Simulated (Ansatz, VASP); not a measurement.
Given: the input of a run of VASP 6.6.1 on Zr.

INCAR

```
PREC     = Accurate       # precision mode
ENCUT    = 600            # plane-wave cutoff, eV
EDIFF    = 1E-6           # SCF threshold, eV
ISMEAR   = -1             # smearing method
SIGMA    = 0.05           # smearing width, eV
LREAL    = False          # projectors in reciprocal space
LASPH    = True           # aspherical terms in the spheres
NELM     = 80             # most SCF steps
ALGO     = Normal         # electronic algorithm
ISIF     = 3              # what is computed and relaxed
LWAVE    = False          # write WAVECAR
LCHARG   = False          # write CHGCAR
GGA      = PE             # functional
IBRION   = 2              # ionic algorithm
NSW      = 60             # ionic steps
EDIFFG   = -0.01          # ionic threshold
```

Contents of KPOINTS:

```
Automatic mesh
0
Gamma
  9 9 5
```

Contents of POSCAR:

```
Zr
1.0
    3.2320000000      0.0000000000      0.0000000000
   -1.6160000000      2.7989941050      0.0000000000
    0.0000000000      0.0000000000      5.1470000000
Zr
2
Direct
    0.6666666667      0.3333333333      0.7500000000
    0.3333333333      0.6666666667      0.2500000000
```

Potentials or basis: VASP PAW PBE potentials, release 64 (Zr_sv).

Run with:

```sh
$ cat potpaw_PBE.64/Zr_sv/POTCAR > POTCAR
$ mpirun -np 1 vasp_std > vasp.out
```

Translate it to Ansatz 0.2.0. Potentials there: Ansatz PAW.

As run (the cutoff follows the program's own potentials):

Contents of input.yaml:

```yaml
crystal:
  lattice:
    - [3.232, 0.0, 0.0]
    - [-1.616, 2.798994105, 0.0]
    - [0.0, 0.0, 5.147]
  atoms:
    - { symbol: Zr, position: [0.6666666667, 0.3333333333, 0.75] }
    - { symbol: Zr, position: [0.3333333333, 0.6666666667, 0.25] }
hamiltonian:
  xc: pbe
  pseudopotentials: { kind: paw }
kpoints:
  mp_grid: { grid: [9, 9, 5] }
scf:
  occupations: { method: fermi_dirac, width: 0.05 }
output:
  forces: true
  stress: true
  eigenvalues: true
relax:
  f_tol: 0.01
  max_steps: 40
  cell: { stress_tol: 0.05 }
```

Potentials or basis: Ansatz PAW.

Run with:

```console
$ ansatz run input.yaml --threads 2 --pin off --max-ram 5632MiB --backend cpu --events-out ev --progress --plain --runs-dir out
```

Both were run:

|  | VASP | Ansatz | Ansatz less VASP |
| --- | --- | --- | --- |
| gap on the k mesh at the Fermi level, each at its own relaxed structure (eV) | none | none | - |
| relaxed volume (Å³/atom) | 23.40 | 23.39 | -0.010 |
| relaxed cell length with the largest relative difference (Å) | 3.229 | 3.228 | -0.0013 |

A gap of «none» marks a metal or a gap that the smearing closes.

Caveats: the plane-wave basis is chosen anew once the cell has moved, so the energies of steps on either side of that aren't comparable (Ansatz). PBE usually gives volumes a little too large and moduli too small. Zero-point motion and thermal expansion aren't in these numbers.
